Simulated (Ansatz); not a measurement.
Level of theory: Ansatz, DFT PBE, scalar-relativistic, plane waves, PAW. Plane waves to 420 eV, a 4×4×6 mesh through Γ for the 4-atom cell and 0.02 eV Gaussian smearing; no spin polarisation.

The zero of energy is the elements' standard structures at the same level; no fitted shifts are applied.

Q: Suggest a trial structure for a tetragonal wide-gap insulator with formula KI, with a gap near 3.2 eV, a formation energy near −1.43 eV/atom and a density near 3.37 g/cm³, in a cell of 4 atoms. Its symmetry should be P4/nmm (No. 129).

A: KI, space group P4/nmm (No. 129). Around K lie 8 I at 3.73–3.80 Å and 6 K at 4.34 Å; around I lie 8 K at 3.73–3.80 Å and 6 I at 4.34–4.35 Å.

```
CELL_PARAMETERS angstrom
6.14408 0.00000 0.00000
0.00000 6.14408 0.00000
0.00000 0.00000 4.33805
ATOMIC_POSITIONS crystal
K 0.00000 0.00000 0.00000
K 0.50000 0.50000 0.00000
I 0.50000 0.00000 0.51375
I 0.00000 0.50000 0.48625
```

The volume per atom is 40.94 Å³. The density is 3.37 g/cm³. The formation energy is −1.433 eV/atom and the gap on the 4×4×6 mesh of the 4-atom cell is 3.25 eV.

It was reached by relaxing an invented guess, and it needn't be the stable form of this composition. The answer needn't be unique; the calculation gave this one.

These runs have no spin–orbit coupling, which can matter for I. Kohn–Sham gaps at this level usually fall short of measured ones. The missing spin–orbit coupling can work the other way here. The reference form of I is held partly by dispersion forces, which this level lacks. Symmetry constrained the relaxation, so the result can be a saddle point.
